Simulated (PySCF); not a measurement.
Molecule: acetone (CC(C)=O, C$_{3}$H$_{6}$O).

Bonds (- single, = double, # triple, : aromatic): C1-C2 1.511 Å, C2-C3 1.510 Å, C2=O4 1.207 Å. C1 carries H5, H6, H7; C3 carries H8, H9, H10.

Spin–spin couplings on one PBE0-D3(BJ)/def2-SVP geometry, PySCF 2.14.0 with density-fitted response routines, gas phase, non-relativistic, equivalent pairs averaged (without the spin–dipole term); isotopes 1H; functional B3LYP.

Reference values (Hz): 2J(H5,H6) = -14.9 (measured; solution (compiled); Pretsch, Buehlmann, Badertscher, Structure Determination of Organic Compounds, 4th ed., Springer 2009).

Problem. How do the couplings (Hz) change with the basis set? Times are CPU seconds on shared hosts with different chips, so compare them loosely. Far from the basis limit: 6-31G*, pcJ-0, 6-31G-J, def2-TZVP, cc-pVTZ.

Solution. 
```
    basis set  functions  2J(H5,H6)  abs. error  core-s
       6-31G*         68      -16.8         1.9     3.6
        pcJ-0         70      -15.1         0.2     3.5
      6-31G-J         72      -18.6         3.7       4
    def2-TZVP        160      -13.1         1.8      15
        pcJ-1        168      -15.4         0.5     8.7
      cc-pVTZ        204      -12.5         2.4      18
aug-cc-pVTZ-J        304      -15.8         0.9      38
```

Errors compare magnitudes, without vibrational corrections. Closest: pcJ-0; furthest: 6-31G-J.

The Fermi-contact term samples the wavefunction at the nucleus, which is why sets with added tight s functions (names with J) are made for couplings. Agreement of an ordinary basis with the reference is then largely a cancellation of errors.
